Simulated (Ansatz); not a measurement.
Runs of Ansatz 0.2.0 on HfN. Symmetry: F-43m, No. 216, cubic system. The conventional cell has a = 4.910 Å, b = 4.910 Å, c = 4.910 Å, α = 90.00°, β = 90.00°, γ = 90.00°. Hf (site symmetry -43m) is surrounded by 4 N at 2.13 Å. Around N (site symmetry -43m) lie 4 Hf at 2.13 Å. The cell comes from a database or a generator and needn't be the stable form of this composition.

```tsv
task	level	cell	k mesh	cutoff (eV)	points for each segment of the path	mesh quality	gap on the mesh (eV)	pressure (GPa)	relaxed volume (Å³/atom)
density of states	PBEsol	as given	8 × 8 × 8	420	-	not flagged	none	-5.2	-
band structure	HSE03	as given	5 × 5 × 5	420	4	coarse	none	-	-
band structure	PBEsol	as given	9 × 9 × 9	420	14	not flagged	none	-5.0	-
relaxation of cell and atoms	B3LYP	relaxed	5 × 5 × 5	420	-	coarse	none	-	(b)
relaxation of cell and atoms	PBE0	relaxed	5 × 5 × 5	420	-	coarse	none	-	14.68
single point	r2SCAN0	as given	5 × 5 × 5	500	-	coarse	none	-	-
band structure	LDA	as given	9 × 9 × 9	420	14	not flagged	none	-9.7	-
relaxation of cell and atoms	HSE03	relaxed	5 × 5 × 5	420	-	coarse	none	-	(a)
```

Alike in all rows: potentials or basis Ansatz PAW; no spin polarisation; smearing fermi-dirac 0.05 eV.

Fill in the values left out.

(a) 14.70; (b) 15.03.

Caveats: some runs use coarse meshes; the PAW data sets come from PBE, with cores solved anew for the run's functional, which leaves a small shift of forces and pressure; the plane-wave basis is chosen anew once the cell has moved, so the energies of steps on either side of that aren't comparable (some runs); the density of states is complete only up to the lowest level of the last band computed (some runs); the potentials were made for another functional, which shifts forces and pressure (some runs).

A k mesh can miss the band edges, and the runs leave out spin-orbit coupling on Hf.

A gap of «none» marks a metal or a gap under the smearing width.

Not every run made on this cell is shown here.
